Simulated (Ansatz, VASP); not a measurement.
# GaSb: VASP beside Ansatz, part 2 of 2

Aim: how closely do two programs agree when they are given the same cell, functional and k mesh? The cell is taken from a series of runs on this material, whose earlier steps may have relaxed, scaled, displaced or heated it; both programs get it as it stands.

VASP 6.6.1 and Ansatz 0.2.0.

So far: Set-up; Ansatz: zone-centre phonons, PBEsol.

### Step 3. VASP: zone-centre phonons, PBEsol

Level of this step: PBEsol; plane waves and PAW (Ga_d, Sb) (VASP).

The same cell, functional, mesh and smearing now go to VASP, with its own data sets.

Lines of VASP's logs that name or quote its potential files are left out, and so is its time.

Input file INCAR:

```
SYSTEM = GaSb
PREC = Accurate
ENCUT = 500
EDIFF = 1E-08
NELM = 120
ISMEAR = 1
SIGMA = 0.2
LREAL = .FALSE.
ALGO = Normal
GGA = PS
NBANDS = 15
LORBIT = 11
LWAVE = .FALSE.
LCHARG = .FALSE.
ISIF = 2
IBRION = 8
LASPH = .TRUE.
GGA_COMPAT = .FALSE.
EFERMI = MIDGAP
KPAR = 2
```

Input file POSCAR:

```
GaSb
1.0
    0.0000000000      3.1474413631      2.9702300751
    3.1474413631      0.0000000000      2.9702300751
    3.1474413631      3.1474413631      0.0000000000
Ga Sb
1 1
Direct
    0.0000000000      0.0000000000      0.0000000000
    0.7500000000      0.7500000000      0.7500000000
```

Input file KPOINTS:

```
Automatic mesh
0
Gamma
12 12 12
0 0 0
```

PAW data sets: Ga_d and Sb (PBE family, release 64).

Command:

```bash
> mpirun -np 2 vasp_std
```

Numbers of over 12 decimals in the logs are rounded to 6 here.

Log:

```text
[banner, memory and clock lines left out]
running    2 mpi-ranks, on    1 nodes
 distrk:  each k-point on    1 cores,    2 groups
 distr:  one band on    1 cores,    1 groups

 POSCAR found type information on POSCAR GaSb
 POSCAR found :  2 types and       2 ions
|                                                                             |
|               ----> ADVICE to this user running VASP <----                  |
|                                                                             |
|     You enforced a specific xc type in the INCAR file but a different       |
|     [... a line on the potential file left out ...]
|     I HOPE YOU KNOW WHAT YOU ARE DOING!                                     |
|                                                                             |

 LDA part: xc-table for (Slater+PW92), standard interpolation
 POSCAR, INCAR and KPOINTS ok, starting setup
 FFT: planning ... GRIDC
 FFT: planning ... GRID_SOFT
 FFT: planning ... GRID
 WAVECAR not read
 entering main loop
       N       E                     dE             d eps       ncg     rms          rms(c)
DAV:   1     0.801461911376E+02    0.80146E+02   -0.84512E+03  4938   0.143E+03
DAV:   2    -0.210440316953E+01   -0.82251E+02   -0.79313E+02  5716   0.299E+02
DAV:   3    -0.811550309137E+01   -0.60111E+01   -0.59895E+01  5891   0.671E+01
DAV:   4    -0.822179106899E+01   -0.10629E+00   -0.10627E+00  6081   0.101E+01
DAV:   5    -0.822430026947E+01   -0.25092E-02   -0.25091E-02  6251   0.135E+00    0.301E+00
DAV:   6    -0.815440763419E+01    0.69893E-01   -0.87382E-02  6488   0.512E+00    0.175E+00
DAV:   7    -0.813052222145E+01    0.23885E-01   -0.41087E-02  6088   0.190E+00    0.360E-01
DAV:   8    -0.813047823785E+01    0.43984E-04   -0.47922E-03  6582   0.860E-01    0.907E-02
DAV:   9    -0.813075309987E+01   -0.27486E-03   -0.43148E-04  5576   0.176E-01    0.330E-02
DAV:  10    -0.813075340788E+01   -0.30802E-06   -0.21376E-05  6396   0.420E-02    0.774E-03
DAV:  11    -0.813076292179E+01   -0.95139E-05   -0.11544E-05  5485   0.234E-02    0.455E-03
DAV:  12    -0.813076310995E+01   -0.18816E-06   -0.53063E-07  6416   0.757E-03    0.465E-04
DAV:  13    -0.813076307213E+01    0.37822E-07   -0.33006E-08  5683   0.133E-03    0.363E-04
DAV:  14    -0.813076311835E+01   -0.46224E-07   -0.40638E-09  4993   0.588E-04    0.124E-04
DAV:  15    -0.813076311755E+01    0.80490E-09   -0.34467E-10  3341   0.185E-04
   1 F= -.81307631E+01 E0= -.81309343E+01  d E =0.513666E-03
 Linear response reoptimize wavefunctions to high precision
DAV:   1    -0.813076311288E+01    0.46639E-08   -0.12794E-10  3474   0.121E-04
DAV:   2    -0.813076311288E+01    0.18190E-11   -0.35874E-11  3054   0.627E-05
 Linear response DOF=           4
 Linear response progress:
  Degree of freedom:   1/  4
       N       E                     dE             d eps       ncg     rms          rms(c)
RMM:   1    -0.165996461911E+00   -0.16600E+00    0.54783E-02 17792   0.789E+00
RMM:   2    -0.165030929623E+00    0.96553E-03   -0.28693E-02 26720   0.135E+00    0.377E-02
RMM:   3    -0.164968709849E+00    0.62220E-04   -0.31571E-03 28076   0.413E-01    0.256E-02
RMM:   4    -0.164847393566E+00    0.12132E-03   -0.12402E-03 30423   0.184E-01    0.122E-02
RMM:   5    -0.164831955490E+00    0.15438E-04   -0.66102E-05 29400   0.517E-02    0.400E-03
RMM:   6    -0.164837370219E+00   -0.54147E-05   -0.12345E-05 30075   0.222E-02    0.486E-04
RMM:   7    -0.164838969964E+00   -0.15997E-05   -0.27836E-06 29088   0.932E-03    0.227E-04
RMM:   8    -0.164840370610E+00   -0.14006E-05   -0.62495E-07 29603   0.429E-03    0.104E-04
RMM:   9    -0.164842192046E+00   -0.18214E-05   -0.12929E-07 29656   0.199E-03    0.325E-05
RMM:  10    -0.164842099743E+00    0.92303E-07   -0.64795E-08 29385   0.962E-04    0.270E-05
RMM:  11    -0.164842148376E+00   -0.48633E-07   -0.28170E-08 29634   0.470E-04    0.196E-05
RMM:  12    -0.164842384473E+00   -0.23610E-06   -0.10861E-08 29503   0.242E-04    0.402E-06
RMM:  13    -0.164842378817E+00    0.56568E-08    0.84597E-09 29952   0.125E-04    0.401E-06
 first order change of Fermi-energy  -0.47850E-05
 force on displaced ion       1 direction 1 :  -7.216  -0.000  -0.000
 Linear response progress:
  Degree of freedom:   2/  4
       N       E                     dE             d eps       ncg     rms          rms(c)
RMM:   1    -0.165508826927E+00   -0.16551E+00    0.77654E-02 10456   0.799E+00
RMM:   2    -0.164750611913E+00    0.75822E-03   -0.27266E-02 15570   0.131E+00    0.380E-02
RMM:   3    -0.164697008497E+00    0.53603E-04   -0.36354E-03 16176   0.437E-01    0.241E-02
RMM:   4    -0.164588422654E+00    0.10859E-03   -0.18708E-03 17711   0.215E-01    0.125E-02
RMM:   5    -0.164591214209E+00   -0.27916E-05   -0.78182E-05 17101   0.548E-02    0.469E-03
RMM:   6    -0.164596397096E+00   -0.51829E-05   -0.16650E-05 17465   0.239E-02    0.765E-04
RMM:   7    -0.164587235938E+00    0.91612E-05   -0.38316E-06 17042   0.105E-02    0.575E-04
RMM:   8    -0.164591023674E+00   -0.37877E-05   -0.82433E-07 17200   0.477E-03    0.139E-04
RMM:   9    -0.164592378653E+00   -0.13550E-05   -0.21216E-07 17100   0.224E-03    0.952E-05
RMM:  10    -0.164593402646E+00   -0.10240E-05   -0.48916E-08 17135   0.110E-03    0.252E-05
RMM:  11    -0.164593492225E+00   -0.89579E-07   -0.15619E-08 17511   0.541E-04    0.194E-05
RMM:  12    -0.164593612643E+00   -0.12042E-06   -0.45648E-09 17551   0.273E-04    0.839E-06
RMM:  13    -0.164593690592E+00   -0.77949E-07   -0.26667E-09 17251   0.142E-04    0.426E-06
RMM:  14    -0.164593743209E+00   -0.52617E-07   -0.81466E-10 17452   0.781E-05    0.829E-07
RMM:  15    -0.164593729864E+00    0.13345E-07   -0.41353E-10 16705   0.446E-05    0.135E-06
RMM:  16    -0.164593746126E+00   -0.16261E-07   -0.45264E-10 16333   0.278E-05    0.139E-07
RMM:  17    -0.164593744713E+00    0.14132E-08   -0.35164E-11 12524   0.190E-05    0.429E-07
 first order change of Fermi-energy   0.12444E-03
 force on displaced ion       1 direction 3 :   0.000   0.000  -7.289
 Linear response progress:
  Degree of freedom:   3/  4
       N       E                     dE             d eps       ncg     rms          rms(c)
RMM:   1    -0.284099333081E-01   -0.28410E-01    0.81813E-03 28909   0.132E+00
RMM:   2    -0.257243926094E-01    0.26855E-02   -0.32261E-03 26027   0.365E-01    0.649E-02
RMM:   3    -0.256920448846E-01    0.32348E-04   -0.18491E-04 28931   0.977E-02    0.355E-02
RMM:   4    -0.257474454365E-01   -0.55401E-04   -0.38200E-05 28895   0.427E-02    0.424E-03
RMM:   5    -0.257566794943E-01   -0.92341E-05   -0.52989E-06 30212   0.147E-02    0.275E-03
RMM:   6    -0.257491623095E-01    0.75172E-05   -0.77506E-07 27878   0.485E-03    0.460E-04
RMM:   7    -0.257486335505E-01    0.52876E-06   -0.72702E-08 30201   0.154E-03    0.238E-04
RMM:   8    -0.257482306194E-01    0.40293E-06   -0.16164E-08 28338   0.543E-04    0.498E-05
RMM:   9    -0.257482327784E-01   -0.21589E-08   -0.22686E-09 30061   0.207E-04    0.217E-05
 first order change of Fermi-energy   0.71738E-04
 force on displaced ion       2 direction 1 :  -7.231  -0.000  -0.000
 Linear response progress:
  Degree of freedom:   4/  4
       N       E                     dE             d eps       ncg     rms          rms(c)
RMM:   1    -0.275814602925E-01   -0.27581E-01    0.12978E-02 16757   0.129E+00
RMM:   2    -0.257384021201E-01    0.18431E-02   -0.32532E-03 15379   0.342E-01    0.618E-02
RMM:   3    -0.256501610214E-01    0.88241E-04   -0.18915E-04 16831   0.947E-02    0.339E-02
RMM:   4    -0.256741313811E-01   -0.23970E-04   -0.41563E-05 16727   0.426E-02    0.439E-03
RMM:   5    -0.256828099849E-01   -0.86786E-05   -0.56023E-06 17687   0.150E-02    0.270E-03
RMM:   6    -0.256786245115E-01    0.41855E-05   -0.82100E-07 16790   0.493E-03    0.997E-04
RMM:   7    -0.256767549607E-01    0.18696E-05   -0.78070E-08 17228   0.158E-03    0.253E-04
RMM:   8    -0.256758431077E-01    0.91185E-06   -0.14230E-08 17119   0.571E-04    0.510E-05
RMM:   9    -0.256757919050E-01    0.51203E-07   -0.25352E-09 17178   0.204E-04    0.165E-05
RMM:  10    -0.256758356158E-01   -0.43711E-07   -0.50945E-10 16603   0.766E-05    0.238E-06
RMM:  11    -0.256758351942E-01    0.42163E-09   -0.11483E-10 17069   0.270E-05    0.362E-06
 first order change of Fermi-energy   0.58536E-03
 force on displaced ion       2 direction 3 :   0.000   0.000  -7.271
 Linear response finished
```

OUTCAR, selected parts (step 3):

```text
ion  position               nearest neighbor table
   1  0.000  0.000  0.000-   2 2.68   2 2.68   2 2.68   2 2.68
   2  0.750  0.750  0.750-   1 2.68   1 2.68   1 2.68   1 2.68

  LATTYP: Found a body centered tetragonal cell.
 ALAT       =     4.4511542625
 C/A-ratio  =     1.3345886932

 Subroutine GETGRP returns: Found  8 space group operations
 (whereof  8 operations were pure point group operations)

The static configuration has the point symmetry D_2d.

 Found    163 irreducible k-points:

   k-points           NKPTS =    163   k-points in BZ     NKDIM =    163   number of bands    NBANDS=     15

   dimension x,y,z NGX =    32 NGY =   32 NGZ =   32
   dimension x,y,z NGXF=    64 NGYF=   64 NGZF=   64

   ENCUT  =  500.0 eV  36.75 Ry    6.06 a.u.   7.89  7.89  8.12*2*pi/ulx,y,z

   NELECT =      18.0000    total number of electrons

 k-points in reciprocal lattice and weights: Automatic mesh
   0.00000000  0.00000000  0.00000000       0.001
   0.08333333  0.00000000  0.00000000       0.005
   0.16666667  0.00000000  0.00000000       0.005
   0.25000000 -0.00000000  0.00000000       0.005
   0.33333333 -0.00000000  0.00000000       0.005
   0.41666667  0.00000000  0.00000000       0.005
   0.50000000 -0.00000000  0.00000000       0.002
   0.08333333  0.08333333  0.00000000       0.001
   0.16666667  0.08333333  0.00000000       0.005
[...]
-0.33333333  0.16666667  0.50000000       0.002
  -0.25000000  0.25000000  0.50000000       0.001

 average (electrostatic) potential at core
       1 -65.7830       2 -87.7439

  Total       -0.7994007     -0.7994007      0.0260911      0.0000000      0.0000000     -0.0000000
  in kB      -21.7640516    -21.7640516      0.7103411      0.0000000      0.0000000     -0.0000000
  external PRESSURE =     -14.2725874 kB  Pullay stress =       0.0000000 kB

  energy-cutoff  :      500.00
  volume of cell :       58.85
      direct lattice vectors                 reciprocal lattice vectors
     0.000000000  3.147441363  2.970230075    -0.158859195  0.158859195  0.168337128
     3.147441363  0.000000000  2.970230075     0.158859195 -0.158859195  0.168337128
     3.147441363  3.147441363  0.000000000     0.158859195  0.158859195 -0.168337128

 POSITION                                       TOTAL-FORCE (eV/Angst)
 -----------------------------------------------------------------------------------
      0.00000      0.00000      0.00000        -0.000000     -0.000000     -0.000000
      4.72116      4.72116      4.45535         0.000000      0.000000      0.000000
 -----------------------------------------------------------------------------------
    total drift:                               -0.000000     -0.000000     -0.000000

 Eigenvectors and eigenvalues of the dynamical matrix
 ----------------------------------------------------

   1 f  =    6.336133 THz    39.811101 2PiTHz  211.350662 cm-1    26.204131 meV
             X         Y         Z           dx          dy          dz
      0.000000  0.000000  0.000000     0.000000    0.000000    0.797767
      4.721162  4.721162  4.455345     0.000000    0.000000   -0.602966

   2 f  =    6.309534 THz    39.643971 2PiTHz  210.463397 cm-1    26.094124 meV
             X         Y         Z           dx          dy          dz
      0.000000  0.000000  0.000000     0.000000   -0.797101    0.000000
      4.721162  4.721162  4.455345     0.000000    0.603846    0.000000

   3 f  =    6.309534 THz    39.643971 2PiTHz  210.463397 cm-1    26.094124 meV
             X         Y         Z           dx          dy          dz
      0.000000  0.000000  0.000000     0.797101    0.000000    0.000000
      4.721162  4.721162  4.455345    -0.603846    0.000000    0.000000

   4 f/i=    0.003209 THz     0.020166 2PiTHz    0.107056 cm-1     0.013273 meV
             X         Y         Z           dx          dy          dz
      0.000000  0.000000  0.000000    -0.361134    0.483954    0.000000
      4.721162  4.721162  4.455345    -0.476712    0.638840    0.000000

   5 f/i=    0.003209 THz     0.020166 2PiTHz    0.107056 cm-1     0.013273 meV
             X         Y         Z           dx          dy          dz
      0.000000  0.000000  0.000000    -0.483954   -0.361134    0.000000
      4.721162  4.721162  4.455345    -0.638840   -0.476712    0.000000

   6 f/i=    0.003769 THz     0.023682 2PiTHz    0.125722 cm-1     0.015587 meV
             X         Y         Z           dx          dy          dz
      0.000000  0.000000  0.000000     0.000000    0.000000   -0.602966
      4.721162  4.721162  4.455345     0.000000    0.000000   -0.797767

 ELASTIC MODULI CONTR FROM IONIC RELAXATION (kBar)
 Direction    XX          YY          ZZ          XY          YZ          ZX
 --------------------------------------------------------------------------------
 XX           0.0000      0.0000      0.0000      0.0000      0.0000      0.0000
 YY           0.0000      0.0000      0.0000      0.0000      0.0000      0.0000
 ZZ           0.0000      0.0000      0.0000      0.0000      0.0000      0.0000
 XY           0.0000      0.0000      0.0000   -134.3853      0.0000     -0.0000
 YZ           0.0000      0.0000      0.0000      0.0000   -134.8634      0.0000
 ZX           0.0000      0.0000      0.0000     -0.0000      0.0000   -113.8920
 --------------------------------------------------------------------------------
```

### Step 4. Differences

Known differences besides the potentials themselves: the data sets hold 28 valence electrons in Ansatz (on its PAW soft_1 files) and 18 in VASP; the cutoff is 420 eV in Ansatz and 500 eV in VASP; Ansatz makes its cores anew for this functional, VASP keeps those of its PBE data sets. Total energies have different zeros and are not compared.

The two programs side by side:

| quantity | Ansatz | VASP | difference |
| --- | --- | --- | --- |
| optical mode 1 to 2 (cm⁻¹) | 209.4 | 210.5 | -0.49 % |
| optical mode 3 (cm⁻¹) | 210.0 | 211.4 | -0.65 % |

Modes are paired by rising frequency, not by their patterns, so a pair may set unlike modes beside each other; they are those without the splitting of longitudinal modes.

### Step 5. Results

| Property | Result |
| --- | --- |
| r.m.s. difference of the optical zone-centre modes, each program's sorted by frequency (zone-centre phonons, PBEsol) | 1.2 cm⁻¹ |
| difference in optical mode 3 (zone-centre phonons, PBEsol) | -0.6 % |

In words: The r.m.s. difference of the optical zone-centre modes, each program's sorted by frequency is 1.2 cm⁻¹ (zone-centre phonons, PBEsol). The data sets hold unlike numbers of valence electrons (28 in Ansatz and 18 in VASP), so part of the differences comes from the potentials. Among the rows given in per cent, the largest difference of the zone-centre phonons, PBEsol pair is in optical mode 3, -0.6 %. Such differences can come from data sets, numerical settings and the points named under the comparisons, not from the functional's error against experiment.

[Lines on the potential files, build, host, timing and source positions are cut from VASP's logs without a mark.]

[Logs are printed without paths, hosts, clocks, repeated set-up lines and the standing remarks that a program may print on its own settings, such as how far it seeks lower states.]

[Hosts, paths, dates, database ids (printed as entryN), source tags and the programs' standing remarks are cut or masked in the printed files.]
